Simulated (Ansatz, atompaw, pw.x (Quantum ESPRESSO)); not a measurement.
**pw.x on diamond W: one setting changed**

Potential: PAW, atompaw 4.2.0.5, PBE; core [Kr] 4d10 4f14, reference 5s2 5p6 5d4 6s2 6p0; waves: 5s (bound): rc 1.65 bohr; 6s (bound): rc 2.75 bohr; 5p (bound): rc 1.85 bohr; 6p (bound, empty): rc 2.75 bohr; 5d (bound): rc 2.70 bohr; 5d channel at 3.3 Ry: rc 2.70 bohr; 5f channel at -0.15 Ry: rc 2.75 bohr; local part: vpsmatchnc scheme with l = 4 at 0 Ry, radius 2.50 bohr; core correction: smooth core density matched at 1.65 bohr; augmentation: gaussian compensation charge, radius 2.15 bohr; PAW radius 2.75 bohr; waves and projectors: custom polynom vanderbiltortho.

The reference run (k-mesh 8³, cutoffs 55/550 Ry, Fermi–Dirac 0.01 Ry, mixing_beta 0.4, conv_thr 1e-9, no spin) gives -1.00 GPa at 24.840 Å³/atom, where all-electron LAPW gives -0.08 GPa. This run, with its own iteration cap, changes nbnd to 26.

```
&control
  calculation='scf', prefix='x', pseudo_dir='./', outdir='./tmp', tstress=.true., disk_io='none'
/
&system
  ibrav=0, nat=2, ntyp=1, ecutwfc=55, ecutrho=550, nbnd=26,
  occupations='smearing', smearing='fd', degauss=0.01
/
&electrons
  conv_thr=1e-09, mixing_beta=0.4, electron_maxstep=60
/
ATOMIC_SPECIES
W 1.0 W.UPF
CELL_PARAMETERS angstrom
  0.00000000 2.91776648 2.91776648
  2.91776648 0.00000000 2.91776648
  2.91776648 2.91776648 0.00000000
ATOMIC_POSITIONS crystal
W 0.0000 0.0000 0.0000
W 0.2500 0.2500 0.2500
K_POINTS automatic
8 8 8 0 0 0
```

```bash
pw.x < W.scf.in > W.scf.out
```

Q: How does the run end?

A: It converges in 11 iterations; the free energy moves by +0.0 meV/atom and the pressure by +0.01 GPa. The result is that of the reference run.

```
Message from routine setup:
     using ibrav=0 with symmetry is DISCOURAGED, use correct ibrav instead
     lattice parameter (alat)  =       7.7977  a.u.
     unit-cell volume          =     335.2573 (a.u.)^3
     number of electrons       =        28.00
     number of Kohn-Sham states=           26
     kinetic-energy cutoff     =      55.0000  Ry
     charge density cutoff     =     550.0000  Ry
     scf convergence threshold =      1.0E-09
     Exchange-correlation= SLA PW PBX PBC
     number of k points=    29  Fermi-Dirac smearing, width (Ry)=  0.0100
     iteration #  1     ecut=    55.00 Ry     beta= 0.40
     total energy              =   -1520.14223838 Ry
     estimated scf accuracy    <       0.05852077 Ry
     iteration #  2     ecut=    55.00 Ry     beta= 0.40
     total energy              =   -1520.13931614 Ry
     estimated scf accuracy    <       0.01533156 Ry
     iteration #  3     ecut=    55.00 Ry     beta= 0.40
     total energy              =   -1520.14062846 Ry
     estimated scf accuracy    <       0.00049955 Ry
     iteration #  4     ecut=    55.00 Ry     beta= 0.40
     total energy              =   -1520.14085147 Ry
     estimated scf accuracy    <       0.00015009 Ry
     iteration #  5     ecut=    55.00 Ry     beta= 0.40
     total energy              =   -1520.14086466 Ry
     estimated scf accuracy    <       0.00001880 Ry
     iteration #  6     ecut=    55.00 Ry     beta= 0.40
     total energy              =   -1520.14086719 Ry
     estimated scf accuracy    <       0.00000026 Ry
     iteration #  7     ecut=    55.00 Ry     beta= 0.40
     total energy              =   -1520.14086757 Ry
     estimated scf accuracy    <       0.00000065 Ry
     iteration #  8     ecut=    55.00 Ry     beta= 0.40
     total energy              =   -1520.14086764 Ry
     estimated scf accuracy    <          7.9E-09 Ry
     iteration #  9     ecut=    55.00 Ry     beta= 0.40
     total energy              =   -1520.14086764 Ry
     estimated scf accuracy    <          3.4E-09 Ry
     iteration # 10     ecut=    55.00 Ry     beta= 0.40
     total energy              =   -1520.14086764 Ry
     estimated scf accuracy    <          1.4E-09 Ry
     iteration # 11     ecut=    55.00 Ry     beta= 0.40
     the Fermi energy is    11.7571 ev
!    total energy              =   -1520.14086764 Ry
     estimated scf accuracy    <          9.6E-11 Ry
     smearing contrib. (-TS)   =      -0.01288794 Ry
     convergence has been achieved in  11 iterations
          total   stress  (Ry/bohr**3)                   (kbar)     P=       -9.92
     Message from routine punch:
     Nothing written, as per user request (disk_io='none')
```

The run took about 50 s on one core of a shared server CPU.
